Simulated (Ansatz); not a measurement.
## Re under changes of volume

One of the cells (14.791 Å³/atom); the others are scaled copies at fixed shape and fractional positions:

```
CELL_PARAMETERS angstrom
0.00000 1.94831 1.94831
1.94831 0.00000 1.94831
1.94831 1.94831 0.00000
ATOMIC_POSITIONS crystal
Re 0.00000 0.00000 0.00000
```

This isn't the form of Re at room conditions, which is hcp.

- Program: Ansatz 0.2.0
- Functional: B3LYP
- Dispersion: D4
- Potentials or basis: Ansatz PAW
- Cutoff: 420 eV (not typed: the program's choice for these potentials)
- k mesh: 8 × 8 × 8
- Occupations: methfessel-paxton, width 0.01 eV
- Spin: no spin polarisation

| volume (Å³/atom) | energy over the lowest point (meV/atom) | pressure (GPa) |
| --- | --- | --- |
| 13.904 | 47.41 | 21.2 |
| 14.200 | 17.62 | 11.3 |
| 14.495 | ? | ? |
| 14.791 | 0.00 | -5.4 |
| 15.087 | 16.72 | -12.5 |
| 15.383 | 45.79 | -18.9 |
| 15.679 | 84.18 | -24.3 |

**Question.** What does the run at 14.495 Å³/atom give?

**Answer.** Energy over the lowest point 5.03 meV/atom; pressure 2.4 GPa.

The energies don't lie on one smooth curve, so no fit is given. The run at 14.791 Å³/atom lies farthest off, from a change of basis, grid or state.

Energies are extrapolated to zero smearing.

Caveats: pairwise dispersion overbinds metals, which lowers pressure and volume; the PAW data sets come from PBE, with cores solved anew for the run's functional, which leaves a small shift of forces and pressure; the thresholds are loose for stress.
